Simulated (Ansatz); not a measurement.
## KI, space group Pm-3m: a short molecular-dynamics run, step by step

Program: Ansatz 0.2.0, Python API.

At the Python prompt:
```pycon
>>> import ansatz as az
>>> from ase import Atoms
>>> from ase.neighborlist import neighbor_list
>>> import numpy as np
>>> XC = "pbesol"
>>> MESH = (1, 1, 2)
>>> MAX_SCF = 100
>>> N_STEPS = 20
>>> TEMPERATURE_K = 2000
>>> ki = (
...     az.Lattice.of([4.291197, 0.0, 0.0], [0.0, 4.291197, 0.0], [0.0, 0.0, 4.291197])
...     .atom("K", [0.0, 0.0, 0.0])
...     .atom("I", [0.5, 0.5, 0.5])
... )
>>> len(ki.resolved().sites)
2
>>> # a small cell and a short run: a test of the set-up, no statistics
>>> base = (
...     ki.supercell(2, 2, 1).calculation()
...     .functional(XC)
...     .pseudopotentials("paw")
...     .basis(35 * az.Ry)
...     .kpoints(*MESH, center="gamma")
...     .occupations(az.OccupationsMethod.FERMI_DIRAC)
...     .scf(max_iterations=MAX_SCF)
...     .md("nve", timestep=8.0, steps=N_STEPS, temperature=TEMPERATURE_K, initial_velocities="maxwell_boltzmann", seed=578)
... )
>>> steps = []
>>> def collect(event):
...     if event["event"] == "md_step":
...         steps.append(event["data"])
...
>>> done = base.session().plan().execute(on_event=collect)
DeckWarning: md: disabling space-group detection — thermal motion breaks the input geometry's symmetry, so no spatial operation reduces the k-mesh or symmetrises the density; time reversal is kept, so that k and −k are solved as one point where they differ and the mesh holds both, and exact exchange and, on two spinor [...]
>>> summary = done.report
>>> summary["free_energy_ev"]
-35801.91749466615
>>> summary["converged"], summary["free_energy_ev"]
(True, -35801.91749466615)
>>> print(" step   t (fs)     E_pot (eV)   E_kin (eV)    T (K)")
 step   t (fs)     E_pot (eV)   E_kin (eV)    T (K)
>>> for s in steps[::2]:
...     print(f"{s['step']:5d} {s['time_fs']:8.1f} {s['lagrangian_ev']:14.4f} {s['e_kin_ev']:12.4f} {s['temperature_k']:8.1f}")
...
    0      0.0    -35802.9149       1.8096   2000.0
    2     16.0    -35802.8273       1.7219   1903.0
    4     32.0    -35802.5707       1.4656   1619.7
    6     48.0    -35802.2015       1.0990   1214.6
    8     64.0    -35801.9114       0.8127    898.2
   10     80.0    -35801.9100       0.8094    894.5
   12     96.0    -35802.1031       0.9987   1103.7
   14    112.0    -35802.2594       1.1528   1274.0
   16    128.0    -35802.2387       1.1306   1249.5
   18    144.0    -35802.0209       0.9172   1013.6
   20    160.0    -35801.9175       0.8196    905.8
>>> temperature = np.array([s["temperature_k"] for s in steps])
>>> print(f"mean temperature of the second half {temperature[len(steps) // 2 :].mean():.1f} K")
mean temperature of the second half 1089.7 K
>>> kept = np.array([s["conserved_ev"] for s in steps], float)
>>> print(f"conserved energy drifts by {1000 * (kept[-1] - kept[0]) / len(done.lattice.sites):+.3f} meV/atom")
conserved energy drifts by +0.924 meV/atom
>>> symbols = [site.symbol for site in done.lattice.sites]
>>> pairs = np.concatenate([neighbor_list("d", Atoms(symbols, positions=s["positions_ang"], cell=done.lattice.cell_ang, pbc=True), 4.5) for s in steps[len(steps) // 2 :]])
>>> counts, edges = np.histogram(pairs, bins=np.arange(0.5, 4.51, 0.25))
>>> for low, count in zip(edges, counts / (len(symbols) * len(steps[len(steps) // 2 :]))):
...     print(f"{low:4.2f}-{low + 0.25:4.2f} A  {count:6.2f} neighbours an atom")
...
0.50-0.75 A    0.00 neighbours an atom
0.75-1.00 A    0.00 neighbours an atom
1.00-1.25 A    0.00 neighbours an atom
1.25-1.50 A    0.00 neighbours an atom
1.50-1.75 A    0.00 neighbours an atom
1.75-2.00 A    0.00 neighbours an atom
2.00-2.25 A    0.00 neighbours an atom
2.25-2.50 A    0.00 neighbours an atom
2.50-2.75 A    0.00 neighbours an atom
2.75-3.00 A    0.16 neighbours an atom
3.00-3.25 A    0.64 neighbours an atom
3.25-3.50 A    1.61 neighbours an atom
3.50-3.75 A    2.57 neighbours an atom
3.75-4.00 A    1.80 neighbours an atom
4.00-4.25 A    1.18 neighbours an atom
4.25-4.50 A    3.66 neighbours an atom
>>> with open("trajectory.xyz", "w") as handle:
...     for s in steps[::5]:
...         handle.write(f"{len(s['positions_ang'])}\nt = {s['time_fs']} fs\n")
...         for site, xyz in zip(done.lattice.sites, s["positions_ang"]):
...             handle.write("{} {:.4f} {:.4f} {:.4f}\n".format(site.symbol, *xyz))
...
13
23
23
23
23
23
23
23
23
14
25
23
24
23
24
23
23
23
14
25
23
24
23
24
23
23
23
15
26
23
23
23
24
23
23
23
15
25
23
24
23
24
23
23
23
```

It writes `trajectory.xyz`:
```text
8
t = 0.0 fs
K 0.0000 0.0000 0.0000
I 2.1456 2.1456 2.1456
K 0.0000 4.2912 0.0000
I 2.1456 6.4368 2.1456
K 4.2912 0.0000 0.0000
I 6.4368 2.1456 2.1456
K 4.2912 4.2912 0.0000
I 6.4368 6.4368 2.1456
8
t = 40.0 fs
K 0.1679 -0.1395 -0.2874
I 2.2021 2.3268 2.1856
K 0.3504 4.5422 -0.1540
I 2.1129 6.1370 2.2039
K 3.8500 -0.1438 0.1884
I 6.5260 2.2567 2.0810
K 4.4886 4.3401 0.1437
I 6.2392 6.4392 2.1456
8
t = 80.0 fs
K 0.1600 -0.1509 -0.5771
I 2.2678 2.4410 2.2306
K 0.4112 4.5175 -0.1624
I 2.1118 5.9361 2.2249
K 3.5815 -0.2129 0.3695
I 6.6382 2.3490 2.0101
K 4.7351 4.2846 0.2413
I 6.0529 6.4831 2.1565
8
t = 120.0 fs
K -0.0551 -0.0344 -0.8923
I 2.3536 2.4265 2.2898
K 0.1185 4.1583 0.0452
I 2.1422 5.9004 2.1946
K 3.5226 -0.2163 0.5233
I 6.8018 2.4070 1.9386
K 4.9095 4.1375 0.2071
I 5.8940 6.5964 2.1954
8
t = 160.0 fs
K -0.3105 0.0336 -1.1939
I 2.4616 2.2864 2.3828
K -0.0270 3.8818 0.1679
I 2.1094 5.9653 2.1664
K 3.5827 -0.2022 0.5847
I 6.9704 2.4069 1.9002
K 4.8350 4.0535 0.0217
I 5.7780 6.7574 2.2623
```

What to keep in mind:
- These settings explore the input space; cutoff and mesh may be short of convergence.
- The k-point mesh is coarse, and energy and stress weren't tested for convergence.
- This cell is a computed structure, which may not be the phase found in nature.
- Warnings are shown shortened and without file and line.
- A small cell, a coarse mesh and a very short run: it shows the set-up and gives no equilibrium averages.
- It ran for 100 s on 1 thread of Arm Neoverse N1 (shared host), peak memory 0.65 GiB.

(Lines on the test bed's own set-up are left out of the output.)
